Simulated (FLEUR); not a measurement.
**KBr under changes of volume**

One of the cells (35.937 Å³/atom); the others are scaled copies at fixed shape and fractional positions:

```
Br K
1.0
     0.00000    3.30000    3.30000
     3.30000    0.00000    3.30000
     3.30000    3.30000    0.00000
Br K
1 1
Cartesian
  3.3000 3.3000 3.3000
  0.0000 0.0000 0.0000
```

* Program: FLEUR MaX-R8.1 (later development tree)
* Functional: LDA
* Potentials or basis: all-electron
* Basis: FLAPW
* Kmax: 4.1 1/bohr
* k mesh: 7 × 7 × 7
* Occupations: fermi-dirac, width 0.05 eV
* Spin: no spin polarisation

```csv
volume (Å³/atom),energy over the lowest point (meV/atom),gap on the mesh (eV)
33.781,0.00,4.20
34.500,?,?
35.937,16.94,4.03
37.374,33.65,3.94
38.093,43.23,3.89
```

What does the run at 34.500 Å³/atom give?

Energy over the lowest point 4.35 meV/atom; gap on the mesh 4.14 eV.

Worked out: A Birch-Murnaghan fit of order 2 (a polynomial in V^(-2/3)) to the other rows has no minimum within the range. It gives 4.41 meV/atom at 34.500 Å³/atom, against the run's 4.35. A straight line through the other rows of the gap, of slope -2.57 eV per unit of ln V (its deformation potential), gives 4.14 eV, against the run's 4.14.

Energies are extrapolated to zero smearing.

Caveats: an odd mesh through Γ misses points on the zone boundary, where band edges often lie (some runs).

Spin-orbit coupling on Br is left out.
